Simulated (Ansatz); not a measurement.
## From the elastic tensor of InP to moduli and sound speeds

Method: DFT PBE, scalar-relativistic, plane waves, PAW in Ansatz 0.2.0. Cutoff 420 eV, 10×10×10 k-points (Γ-centred), fixed occupations. No spin polarisation.

The structure is cubic, space group F-43m (No. 216). The conventional cell has a = 5.959 Å, b = 5.959 Å, c = 5.959 Å, α = 90.00°, β = 90.00°, γ = 90.00°. In (site symmetry -43m) is surrounded by 4 P at 2.58 Å. P (site symmetry -43m) is surrounded by 4 In at 2.58 Å.

Relaxed-ion constants (GPa, on the Cartesian axes of the calculation):
```
87.0 45.8 45.8  0.0  0.0  0.0
45.8 87.0 45.8  0.0  0.0  0.0
45.8 45.8 87.0  0.0  0.0  0.0
 0.0  0.0  0.0 41.4  0.0  0.0
 0.0  0.0  0.0  0.0 41.4  0.0
 0.0  0.0  0.0  0.0  0.0 41.4
```

Density 4.576 g/cm³; 2 atoms in 52.91 Å³.

The values that follow are for a polycrystal of randomly turned grains, by Hill's mean where one number stands.

```
Bulk modulus, Voigt / Reuss / Hill          : 59.5 / 59.5 / 59.5 GPa
Shear modulus, Voigt / Reuss / Hill         : 33.1 / 29.5 / 31.3 GPa
Young's modulus                             : 80 GPa
Poisson ratio                               : 0.276
Pugh ratio B/G                              : 1.90
Universal anisotropy index                  : 0.61
Longitudinal and transverse sound speeds    : 4703 and 2614 m/s
Debye temperature from the mean sound speed : 291 K
```

Cost: 1 run of about 1.9 core-minutes, on Arm Neoverse V2 (shared hosts).

InP comes out elastically anisotropic: the shear constant of 41.4 GPa is about twice half the difference between 87.0 and 45.8 GPa, so a single crystal is stiffest in tension along the body diagonals, where the bonds lie, and softest along the cube axes. The reason is geometric. A volume-conserving tetragonal strain leaves the tetrahedral bonds unstretched to first order and is resisted mainly by bond-angle forces, which are weak in a partly ionic semiconductor. The other shear also stretches bonds, although internal displacement of the sublattices relieves part of the cost.

The lattice parameter is longer and the bulk modulus lower than experiment, as expected from PBE's tendency to underbind such semiconductors; the sound speeds are probably somewhat low for the same reason. The Pugh ratio of 1.90 would conventionally be read as ductile, yet InP is brittle and cleaves readily at room temperature. That ratio contains only elastic stiffness, whereas plasticity here is limited by dislocation motion through directional bonds, so the calculation doesn't support a claim of ductility.
